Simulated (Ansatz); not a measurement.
Calculation for HgTe (CsCl type): DFT, PBE, all-electron LAPW, scalar-relativistic (Ansatz 0.2.0).

The cell comes from a relaxation on PAW files under the same functional, begun from a prototype that needn't be the stable phase.

Command: `ansatz run input.yaml --threads 1 --pin off --max-ram 2048MiB --backend cpu --events-out ev --progress --plain --runs-dir out` It took 15 s on 1 thread of Intel(R) Xeon(R) 6975P-C (Granite Rapids), on a shared host, peak memory 0.41 GiB.

```yaml
crystal:
  lattice:
    - [3.8051449394, 0.0, 0.0]
    - [0.0, 3.8051449394, 0.0]
    - [0.0, 0.0, 3.8051449394]
  atoms:
    - { symbol: Hg, position: [0.0, 0.0, 0.0] }
    - { symbol: Te, position: [0.5, 0.5, 0.5] }
kpoints:
  mp_grid: { grid: [11, 11, 11] }
  band_path:
    path:
      - [0.0, 0.0, 0.0]
      - [0.0, 0.5, 0.0]
      - [0.5, 0.5, 0.0]
      - [0.0, 0.0, 0.0]
      - [0.5, 0.5, 0.5]
      - [0.0, 0.5, 0.0]
      - [0.5, 0.5, 0.5]
      - [0.5, 0.5, 0.0]
    npoints: 14
scf:
  occupations: { method: fermi_dirac, width: 0.05 }
hamiltonian:
  xc: pbe
  pseudopotentials: { kind: all_electron, lapw: { basis_error: 0.001 } }
output:
  forces: true
  stress: true
  eigenvalues: true
  populations: true
  dos: { projected: true, de: 0.2, e_range: [-14, 8] }
```

Output:

```
Hg: projections on atomic orbitals take those of the free atom 1s2 2s2 2p6 3s2 3p6 3d10 4s2 4p6 4d10 4f14 5s2 5p6 5d10 6s2, of charge +0.00 (hamiltonian.pseudopotentials.projection_atoms)
Te: projections on atomic orbitals take those of the free atom 1s2 2s2 2p6 3s2 3p6 3d10 4s2 4p6 4d10 5s2 5p4, of charge +0.00 (hamiltonian.pseudopotentials.projection_atoms)
LAPW: plane waves up to 6.692 Å⁻¹, error target 1.0e-3 eV per atom; small_component_spin mean_spin; Te in spheres of 1.604 Å, 24 of its electrons in bands, Dirac shells []; Hg in spheres of 1.692 Å, 34 of its electrons in bands, Dirac shells [] (how accurate: hamiltonian.pseudopotentials.lapw.basis_error, Limitations)
Engine: ansatz 0.2.0
Pseudopotentials: kind: all_electron
Pseudopotential: Hg, LAPW, valence charge 34, lapw/all_electron/scalar/gaussian/Hg, Koelling and Harmon's equation, gaussian nucleus
Pseudopotential: Te, LAPW, valence charge 24, lapw/all_electron/scalar/gaussian/Te, Koelling and Harmon's equation, gaussian nucleus
Functional definition: PBE
  parameter kappa = 0.804
  parameter beta = 0.06672455060314922
  exchange = pbe_x(kappa = kappa, mu = beta*pi^2/3)
  correlation = pbe_c(beta = beta)
Crystal: 2 atoms, lattice volume = 55.095 Å³
Basis set: ecut = 170.6252121482434 eV, 257 PW (Γ), exchange–correlation at level 2
Bands: 35, of which v1, the nominal top of the filled ones, is band 29 counted from 1 (28 counted from 0)
Symmetry: 48 space group operations
Space group: Pm-3m (ITA 221), of the structure as read, at distance tolerance 3.8e-5 Å
k-points: 56 of 1331
Non-local potential: Hg, projectors of the file, none
Non-local potential: Te, projectors of the file, none
Initial density: superposition of atomic densities (chi_scale 0.1, normalization cell, long waves kept (reshape's long-wave potential 0.00 eV rms))
Initial wavefunctions: plane waves of lowest kinetic energy (no species holds an atomic orbital)
Functional: x = pbe(κ = 0.804, μ = 0.2195149727645171), c = pbe(β = 0.06672455060314922)
iter 1 solved again at ethr=1.63e-4 eV; its pass at ethr=1.00e-1 eV (dr2=9.44e-2 eV) is discarded
SCF iter   1: F=—  HF=-718713.824772 eV  |F-HF|=—  |Δ(HF+E_count)|=         —  Δρ=9.00e-3  dr2=9.45e-2  ethr=1.63e-4  ⟨swp⟩=3.1  Hψ=12386  notcnv=0
preconditioner: auto → Kerker (q_TF=auto, 2.752 Å⁻¹)  [metal: Δε(μ)=0.056 eV  Ē_g=11.428 eV  σ=0.050 eV  W_gap=0.27  n_scr=18 (ndim 8)  ℏωp=21.2 eV  f_vac=0.000  D(μ)=1.85/eV (n_scr^D=18)]
SCF iter   2: F=—  HF=-718713.746547 eV  |F-HF|=—  |Δ(HF+E_count)|=   7.82e-2  Δρ=3.69e-3  dr2=1.20e-2  ethr=1.63e-4  ⟨swp⟩=2.0  Hψ=6154  notcnv=0
SCF iter   3: F=—  HF=-718713.742910 eV  |F-HF|=—  |Δ(HF+E_count)|=   3.64e-3  Δρ=3.22e-3  dr2=1.18e-2  ethr=2.07e-5  ⟨swp⟩=2.0  Hψ=5840  notcnv=0
SCF iter   4: F=—  HF=-718713.741801 eV  |F-HF|=—  |Δ(HF+E_count)|=   1.11e-3  Δρ=1.89e-3  dr2=4.57e-3  ethr=2.03e-5  ⟨swp⟩=2.0  Hψ=5839  notcnv=0
SCF iter   5: F=—  HF=-718713.741561 eV  |F-HF|=—  |Δ(HF+E_count)|=   2.40e-4  Δρ=8.50e-4  dr2=1.07e-3  ethr=7.87e-6  ⟨swp⟩=2.0  Hψ=5840  notcnv=0
iter 6 solved again at ethr=1.20e-7 eV; its pass at ethr=1.84e-6 eV (dr2=6.96e-5 eV) is discarded
SCF iter   6: F=—  HF=-718713.741629 eV  |F-HF|=—  |Δ(HF+E_count)|=   6.72e-5  Δρ=2.36e-4  dr2=6.95e-5  ethr=1.20e-7  ⟨swp⟩=2.0  Hψ=9835  notcnv=0
SCF iter   7: F=—  HF=-718713.741612 eV  |F-HF|=—  |Δ(HF+E_count)|=   1.65e-5  Δρ=9.08e-5  dr2=4.91e-6  ethr=1.20e-7  ⟨swp⟩=2.0  Hψ=5840  notcnv=0
SCF iter   8: F=—  HF=-718713.741614 eV  |F-HF|=—  |Δ(HF+E_count)|=   1.87e-6  Δρ=4.70e-5  dr2=1.50e-6  ethr=8.47e-9  ⟨swp⟩=2.0  Hψ=5840  notcnv=0
SCF iter   9: F=—  HF=-718713.741615 eV  |F-HF|=—  |Δ(HF+E_count)|=   6.65e-7  Δρ=1.53e-5  dr2=1.69e-7  ethr=2.58e-9  ⟨swp⟩=3.0  Hψ=6026  notcnv=0
SCF iter  10: F=-718713.741615 eV  HF=-718713.741615 eV  |F-HF|=6.17e-9  |Δ(HF+E_count)|=   6.53e-8  Δρ=5.97e-6  dr2=2.66e-8  ethr=2.91e-10  ⟨swp⟩=2.7  Hψ=5889  notcnv=0
SCF 1 converged in 10 iterations: F = -718713.741615 eV  dr2 = 2.66e-8
NSCF: frozen V_eff on 99 k-points
SCF converged after 10 iterations
Free energy (F): -718713.741615 eV
Harris-Foulkes:  -718713.741615 eV  (|F-HF|=6.17e-9)
Internal energy: -718713.731359 eV  (E = F + TS)
E sigma→0 (E₀):  -718713.736487 eV
Entropy (-TS):   -0.010256 eV (-5.128 meV/atom)
Fermi energy:    14.137694 eV
--- Per-component energies (eV) ---
  E_band       = -2519.541598
  E_kinetic    = 805984.515459
  E_xc         = -14926.014152
  E_electrostatic = -1509772.232666  (all electrons and nuclei)
  E_smearing   = -0.010256  (= −TS)
  E_closure    = 0.000000  (closes the sum)
  E_atoms      = -718710.908198  (free atoms, spherical and without spin; not in F)
  Σ components = -718713.741615   (vs F -718713.741615, Δ=0.00e0)
  Basis errors (estimates in eV, not in F): energy 2.6e-4 per atom: plane waves 2.5e-4 (1.3e-4 summed), levels above the bands 4.6e-93, relativity 3.9e-8, radial functions 8.6e-6, core shells 2.1e-8; eigenvalues (radial functions only) 3.8e-5; not estimated: angular momenta, meshes, grids; target (lapw.basis_error) 1.0e-3; muffin-tin radii Te 1.604 Å, Hg 1.692 Å
--- Forces (eV/Å), atoms counted from 1 ---
  atom   1  Hg    -0.00000000    -0.00000000    -0.00000000
  atom   2  Te    -0.00000000     0.00000000     0.00000000
  max |Σ_I F_I| component: 5.65e-30 eV/Å
--- Stress (GPa, compression-positive) ---
        0.004136      -0.000000       0.000000
       -0.000000       0.004136       0.000000
        0.000000       0.000000       0.004136
  P = ⅓ Tr σ = 0.0041 GPa (0.041 kbar)
--- Band table (eV; the first three rows and the last of 56) ---
  k-point 0: bands = ["-145.4434", "-100.0730", "-95.4793", "-95.4793", "-95.4793", "-78.0381", "-78.0381", "-78.0381", "-78.0379", "-78.0379", "-78.0379", "-78.0378", "-48.5230", "-48.5230", "-48.5230", "-22.7984", "-22.7984", "-22.7911", "-22.7911", "-22.7911", "2.0044", "7.6820", "7.6820", "8.1411", "8.1411", "8.1411", "12.0214", "13.2956", "13.2956", "13.2956", "19.8889", "19.8889", "23.8384", "23.8384", "23.8384"]
  k-point 1: bands = ["-145.4434", "-100.0730", "-95.4793", "-95.4793", "-95.4793", "-78.0381", "-78.0381", "-78.0381", "-78.0379", "-78.0379", "-78.0379", "-78.0378", "-48.5231", "-48.5230", "-48.5230", "-22.7984", "-22.7978", "-22.7912", "-22.7912", "-22.7911", "2.0656", "7.6866", "7.6996", "8.1150", "8.1150", "8.1424", "11.4200", "13.3925", "13.3925", "13.7407", "19.9063", "20.2254", "23.2917", "23.4261", "23.4261"]
  k-point 2: bands = ["-145.4434", "-100.0730", "-95.4793", "-95.4793", "-95.4793", "-78.0381", "-78.0381", "-78.0381", "-78.0379", "-78.0379", "-78.0379", "-78.0378", "-48.5234", "-48.5230", "-48.5230", "-22.7983", "-22.7963", "-22.7916", "-22.7916", "-22.7911", "2.2410", "7.6991", "7.7298", "8.0476", "8.0476", "8.1459", "10.4393", "13.6644", "13.6644", "14.3710", "19.9559", "20.7210", "22.4639", "22.4639", "22.6201"]
  k-point 55: bands = ["-145.4433", "-100.0729", "-95.4793", "-95.4793", "-95.4793", "-78.0381", "-78.0381", "-78.0381", "-78.0379", "-78.0379", "-78.0379", "-78.0378", "-48.5243", "-48.5243", "-48.5243", "-22.7944", "-22.7943", "-22.7943", "-22.7875", "-22.7875", "4.2733", "7.3589", "7.3589", "7.4424", "8.3590", "8.3590", "12.2706", "12.6114", "12.6114", "13.0698", "15.6926", "15.6926", "16.2147", "29.5641", "29.5641"]
--- Löwdin populations: 2 sites ---
  site symbol       q [e]
     0     Hg     79.3943
     1     Te     52.4092
  spilling = 0.001489 (of n_electrons = 132.000000)
```

populations.tsv:

```
# site	symbol	l	j	q
# orbitals = lowdin
# n_electrons = 132.000000
# spilling = 0.001489
# projection_atom_Hg: 1s2 2s2 2p6 3s2 3p6 3d10 4s2 4p6 4d10 4f14 5s2 5p6 5d10 6s2
# projection_atom_Te: 1s2 2s2 2p6 3s2 3p6 3d10 4s2 4p6 4d10 5s2 5p4
0	Hg	0_1S	-	2.000000
0	Hg	0_2S	-	1.999999
0	Hg	0_3S	-	1.999985
0	Hg	0_4S	-	1.999858
0	Hg	0_5S	-	1.998004
0	Hg	0_6S	-	1.440083
0	Hg	1_2P	-	6.000000
0	Hg	1_3P	-	6.000000
0	Hg	1_4P	-	5.999997
0	Hg	1_5P	-	5.999697
0	Hg	2_3D	-	10.000000
0	Hg	2_4D	-	9.999999
0	Hg	2_5D	-	9.956629
0	Hg	3_4F	-	13.999999
1	Te	0_1S	-	2.000000
1	Te	0_2S	-	2.000000
1	Te	0_3S	-	1.999995
1	Te	0_4S	-	1.999923
1	Te	0_5S	-	1.989780
1	Te	1_2P	-	6.000000
1	Te	1_3P	-	5.999998
1	Te	1_4P	-	5.999805
1	Te	1_5P	-	4.419825
1	Te	2_3D	-	10.000000
1	Te	2_4D	-	9.999913
```

Next run (volume at 0.94 of the series' base cell), as changes to the input before:

```diff
   lattice:
-    - [3.8051449394, 0.0, 0.0]
-    - [0.0, 3.8051449394, 0.0]
-    - [0.0, 0.0, 3.8051449394]
+    - [3.7274671243, 0.0, 0.0]
+    - [0.0, 3.7274671243, 0.0]
+    - [0.0, 0.0, 3.7274671243]
   atoms:
   mp_grid: { grid: [11, 11, 11] }
-  band_path:
-    path:
-      - [0.0, 0.0, 0.0]
-      - [0.0, 0.5, 0.0]
-      - [0.5, 0.5, 0.0]
-      - [0.0, 0.0, 0.0]
-      - [0.5, 0.5, 0.5]
-      - [0.0, 0.5, 0.0]
-      - [0.5, 0.5, 0.5]
-      - [0.5, 0.5, 0.0]
-    npoints: 14
 scf:
   populations: true
-  dos: { projected: true, de: 0.2, e_range: [-14, 8] }
```

Results part of the output:

```
SCF 1 converged in 10 iterations: F = -718713.710229 eV  dr2 = 1.71e-8
SCF converged after 10 iterations
Free energy (F): -718713.710229 eV
Harris-Foulkes:  -718713.710229 eV  (|F-HF|=4.66e-9)
Internal energy: -718713.701106 eV  (E = F + TS)
E sigma→0 (E₀):  -718713.705668 eV
Entropy (-TS):   -0.009123 eV (-4.562 meV/atom)
Fermi energy:    15.463020 eV
--- Per-component energies (eV) ---
  E_band       = -2452.285641
  E_kinetic    = 805987.672917
  E_xc         = -14926.870176
  E_electrostatic = -1509774.503848  (all electrons and nuclei)
  E_smearing   = -0.009123  (= −TS)
  E_closure    = 0.000000  (closes the sum)
  E_atoms      = -718710.908198  (free atoms, spherical and without spin; not in F)
  Σ components = -718713.710229   (vs F -718713.710229, Δ=0.00e0)
  Basis errors (estimates in eV, not in F): energy 2.6e-4 per atom: plane waves 2.5e-4 (1.3e-4 summed), levels above the bands 6.0e-95, relativity 3.4e-8, radial functions 8.2e-6, core shells 4.3e-8; eigenvalues (radial functions only) 3.9e-5; not estimated: angular momenta, meshes, grids; target (lapw.basis_error) 1.0e-3; muffin-tin radii Te 1.574 Å, Hg 1.654 Å
--- Forces (eV/Å), atoms counted from 1 ---
  atom   1  Hg     0.00000000     0.00000000     0.00000000
  atom   2  Te     0.00000000    -0.00000000    -0.00000000
  max |Σ_I F_I| component: 6.57e-31 eV/Å
--- Stress (GPa, compression-positive) ---
        3.255211      -0.000000       0.000000
       -0.000000       3.255211       0.000000
        0.000000       0.000000       3.255211
  P = ⅓ Tr σ = 3.2552 GPa (32.552 kbar)
--- Band table (eV; the first three rows and the last of 56) ---
  k-point 0: bands = ["-144.2200", "-98.9288", "-94.2572", "-94.2572", "-94.2572", "-76.8893", "-76.8893", "-76.8893", "-76.8892", "-76.8892", "-76.8892", "-76.8891", "-47.3791", "-47.3791", "-47.3791", "-21.5829", "-21.5829", "-21.5734", "-21.5734", "-21.5734", "2.8931", "8.7458", "8.7458", "9.2846", "9.2846", "9.2846", "13.4697", "14.4991", "14.4991", "14.4991", "21.1687", "21.1687", "25.5933", "25.5933", "25.5933"]
  k-point 1: bands = ["-144.2200", "-98.9288", "-94.2572", "-94.2572", "-94.2572", "-76.8893", "-76.8893", "-76.8893", "-76.8892", "-76.8892", "-76.8892", "-76.8891", "-47.3793", "-47.3791", "-47.3791", "-21.5829", "-21.5821", "-21.5736", "-21.5736", "-21.5734", "2.9617", "8.7513", "8.7645", "9.2533", "9.2533", "9.2861", "12.7201", "14.6086", "14.6086", "15.0747", "21.1799", "21.5423", "25.0054", "25.1245", "25.1245"]
  k-point 2: bands = ["-144.2200", "-98.9288", "-94.2572", "-94.2572", "-94.2572", "-76.8893", "-76.8893", "-76.8893", "-76.8892", "-76.8892", "-76.8892", "-76.8891", "-47.3798", "-47.3791", "-47.3791", "-21.5828", "-21.5801", "-21.5741", "-21.5741", "-21.5733", "3.1598", "8.7662", "8.7932", "9.1727", "9.1727", "9.2900", "11.6185", "14.9162", "14.9162", "15.7829", "21.2116", "22.2169", "24.0499", "24.0499", "24.1571"]
  k-point 55: bands = ["-144.2200", "-98.9287", "-94.2572", "-94.2572", "-94.2572", "-76.8893", "-76.8893", "-76.8893", "-76.8892", "-76.8892", "-76.8892", "-76.8891", "-47.3809", "-47.3809", "-47.3809", "-21.5778", "-21.5778", "-21.5778", "-21.5685", "-21.5685", "5.5266", "8.3522", "8.3522", "8.4611", "9.5372", "9.5372", "13.4699", "13.8669", "13.8669", "14.3765", "16.7876", "16.7876", "17.3838", "31.3768", "31.3768"]
--- Löwdin populations: 2 sites ---
  site symbol       q [e]
     0     Hg     79.3698
     1     Te     52.4171
  spilling = 0.001614 (of n_electrons = 132.000000)
```

Next run (volume at 0.88 of the series' base cell), as changes to the input before:

```diff
   lattice:
-    - [3.7274671243, 0.0, 0.0]
-    - [0.0, 3.7274671243, 0.0]
-    - [0.0, 0.0, 3.7274671243]
+    - [3.6464094043, 0.0, 0.0]
+    - [0.0, 3.6464094043, 0.0]
+    - [0.0, 0.0, 3.6464094043]
   atoms:
```

Results part of the output:

```
SCF 1 converged in 9 iterations: F = -718713.596749 eV  dr2 = 8.61e-8
SCF converged after 9 iterations
Free energy (F): -718713.596749 eV
Harris-Foulkes:  -718713.596749 eV  (|F-HF|=2.98e-8)
Internal energy: -718713.588504 eV  (E = F + TS)
E sigma→0 (E₀):  -718713.592627 eV
Entropy (-TS):   -0.008245 eV (-4.122 meV/atom)
Fermi energy:    16.972530 eV
--- Per-component energies (eV) ---
  E_band       = -2376.144641
  E_kinetic    = 805991.803898
  E_xc         = -14927.900223
  E_electrostatic = -1509777.492179  (all electrons and nuclei)
  E_smearing   = -0.008245  (= −TS)
  E_closure    = 0.000000  (closes the sum)
  E_atoms      = -718710.908198  (free atoms, spherical and without spin; not in F)
  Σ components = -718713.596749   (vs F -718713.596749, Δ=0.00e0)
  Basis errors (estimates in eV, not in F): energy 2.6e-4 per atom: plane waves 2.5e-4 (1.3e-4 summed), levels above the bands 4.7e-97, relativity 3.9e-8, radial functions 7.9e-6, core shells 9.1e-8; eigenvalues (radial functions only) 3.5e-5; not estimated: angular momenta, meshes, grids; target (lapw.basis_error) 1.0e-3; muffin-tin radii Te 1.543 Å, Hg 1.615 Å
--- Forces (eV/Å), atoms counted from 1 ---
  atom   1  Hg    -0.00000000     0.00000000     0.00000000
  atom   2  Te    -0.00000000     0.00000000    -0.00000000
  max |Σ_I F_I| component: 4.47e-30 eV/Å
--- Stress (GPa, compression-positive) ---
        8.061951       0.000000       0.000000
        0.000000       8.061951       0.000000
        0.000000       0.000000       8.061951
  P = ⅓ Tr σ = 8.0620 GPa (80.620 kbar)
--- Band table (eV; the first three rows and the last of 56) ---
  k-point 0: bands = ["-142.8278", "-97.6369", "-92.8667", "-92.8667", "-92.8667", "-75.5910", "-75.5910", "-75.5910", "-75.5909", "-75.5909", "-75.5909", "-75.5908", "-46.0884", "-46.0884", "-46.0884", "-20.2013", "-20.2013", "-20.1887", "-20.1887", "-20.1887", "3.8833", "9.9369", "9.9369", "10.5739", "10.5739", "10.5739", "15.1424", "15.8627", "15.8627", "15.8627", "22.6298", "22.6298", "27.5910", "27.5910", "27.5910"]
  k-point 1: bands = ["-142.8278", "-97.6369", "-92.8667", "-92.8667", "-92.8667", "-75.5910", "-75.5910", "-75.5910", "-75.5909", "-75.5909", "-75.5909", "-75.5908", "-46.0886", "-46.0884", "-46.0884", "-20.2013", "-20.2003", "-20.1890", "-20.1890", "-20.1887", "3.9602", "9.9435", "9.9569", "10.5360", "10.5360", "10.5755", "14.1920", "15.9872", "15.9872", "16.6203", "22.6328", "23.0411", "26.9571", "27.0537", "27.0537"]
  k-point 2: bands = ["-142.8278", "-97.6369", "-92.8667", "-92.8667", "-92.8667", "-75.5910", "-75.5910", "-75.5910", "-75.5909", "-75.5909", "-75.5909", "-75.5908", "-46.0893", "-46.0883", "-46.0883", "-20.2012", "-20.1976", "-20.1896", "-20.1896", "-20.1887", "4.1833", "9.9614", "9.9826", "10.4391", "10.4391", "10.5799", "12.9629", "16.3366", "16.3366", "17.4086", "22.6412", "23.8970", "25.8497", "25.8497", "25.9259"]
  k-point 55: bands = ["-142.8278", "-97.6368", "-92.8667", "-92.8667", "-92.8667", "-75.5910", "-75.5910", "-75.5910", "-75.5909", "-75.5909", "-75.5909", "-75.5908", "-46.0910", "-46.0910", "-46.0910", "-20.1948", "-20.1947", "-20.1947", "-20.1820", "-20.1820", "6.9448", "9.4597", "9.4597", "9.6061", "10.8682", "10.8682", "14.8329", "15.3032", "15.3032", "15.8588", "18.0374", "18.0374", "18.7240", "33.3885", "33.3885"]
--- Löwdin populations: 2 sites ---
  site symbol       q [e]
     0     Hg     79.3435
     1     Te     52.4248
  spilling = 0.001755 (of n_electrons = 132.000000)
```

Next run (volume at 0.8 of the series' base cell), as changes to the input before:

```diff
   lattice:
-    - [3.6464094043, 0.0, 0.0]
-    - [0.0, 3.6464094043, 0.0]
-    - [0.0, 0.0, 3.6464094043]
+    - [3.5323836522, 0.0, 0.0]
+    - [0.0, 3.5323836522, 0.0]
+    - [0.0, 0.0, 3.5323836522]
   atoms:
```

Results part of the output:

```
SCF 1 converged in 9 iterations: F = -718713.247264 eV  dr2 = 5.09e-8
SCF converged after 9 iterations
Free energy (F): -718713.247264 eV
Harris-Foulkes:  -718713.247264 eV  (|F-HF|=4.31e-9)
Internal energy: -718713.239955 eV  (E = F + TS)
E sigma→0 (E₀):  -718713.243610 eV
Entropy (-TS):   -0.007309 eV (-3.655 meV/atom)
Fermi energy:    19.344941 eV
--- Per-component energies (eV) ---
  E_band       = -2257.501512
  E_kinetic    = 805999.371636
  E_xc         = -14929.624444
  E_electrostatic = -1509782.987147  (all electrons and nuclei)
  E_smearing   = -0.007309  (= −TS)
  E_closure    = 0.000000  (closes the sum)
  E_atoms      = -718710.908198  (free atoms, spherical and without spin; not in F)
  Σ components = -718713.247264   (vs F -718713.247264, Δ=0.00e0)
  Basis errors (estimates in eV, not in F): energy 2.6e-4 per atom: plane waves 2.5e-4 (1.3e-4 summed), levels above the bands 1.9e-99, relativity 4.6e-8, radial functions 7.7e-6, core shells 2.6e-7; eigenvalues (radial functions only) 3.7e-5; not estimated: angular momenta, meshes, grids; target (lapw.basis_error) 1.0e-3; muffin-tin radii Te 1.499 Å, Hg 1.560 Å
--- Forces (eV/Å), atoms counted from 1 ---
  atom   1  Hg     0.00000000     0.00000000    -0.00000000
  atom   2  Te    -0.00000000     0.00000000     0.00000000
  max |Σ_I F_I| component: 2.62e-30 eV/Å
--- Stress (GPa, compression-positive) ---
       18.239407      -0.000000      -0.000000
       -0.000000      18.239407       0.000000
       -0.000000       0.000000      18.239407
  P = ⅓ Tr σ = 18.2394 GPa (182.394 kbar)
--- Band table (eV; the first three rows and the last of 56) ---
  k-point 0: bands = ["-140.6464", "-95.6299", "-90.6884", "-90.6884", "-90.6884", "-73.5707", "-73.5707", "-73.5707", "-73.5707", "-73.5707", "-73.5707", "-73.5707", "-44.0846", "-44.0846", "-44.0846", "-18.0402", "-18.0402", "-18.0215", "-18.0215", "-18.0215", "5.3993", "11.7675", "11.7675", "12.5733", "12.5733", "12.5733", "17.8109", "17.9901", "17.9901", "17.9901", "24.9316", "24.9316", "30.7237", "30.7237", "30.7237"]
  k-point 1: bands = ["-140.6464", "-95.6299", "-90.6884", "-90.6884", "-90.6884", "-73.5707", "-73.5707", "-73.5707", "-73.5707", "-73.5707", "-73.5707", "-73.5707", "-44.0850", "-44.0846", "-44.0846", "-18.0402", "-18.0387", "-18.0219", "-18.0219", "-18.0215", "5.4885", "11.7759", "11.7890", "12.5239", "12.5239", "12.5751", "16.4724", "18.1391", "18.1391", "19.1091", "24.9193", "25.3935", "30.0174", "30.0679", "30.0679"]
  k-point 2: bands = ["-140.6464", "-95.6299", "-90.6884", "-90.6884", "-90.6884", "-73.5707", "-73.5707", "-73.5707", "-73.5707", "-73.5707", "-73.5707", "-73.5707", "-44.0861", "-44.0845", "-44.0845", "-18.0400", "-18.0345", "-18.0229", "-18.0229", "-18.0214", "5.7491", "11.7988", "11.8090", "12.3988", "12.3988", "12.5801", "15.0724", "18.5564", "18.5564", "19.9975", "24.8847", "26.4894", "28.6602", "28.6602", "28.7351"]
  k-point 55: bands = ["-140.6464", "-95.6297", "-90.6885", "-90.6885", "-90.6885", "-73.5707", "-73.5707", "-73.5707", "-73.5707", "-73.5707", "-73.5707", "-73.5707", "-44.0888", "-44.0888", "-44.0888", "-18.0309", "-18.0308", "-18.0308", "-18.0110", "-18.0110", "9.1411", "11.1558", "11.1558", "11.3885", "12.9374", "12.9374", "16.9621", "17.5654", "17.5654", "18.1772", "20.0096", "20.0096", "20.8486", "36.4353", "36.4353"]
--- Löwdin populations: 2 sites ---
  site symbol       q [e]
     0     Hg     79.3049
     1     Te     52.4345
  spilling = 0.001974 (of n_electrons = 132.000000)
```

Spin–orbit coupling is left out, which matters for the heavy atoms.
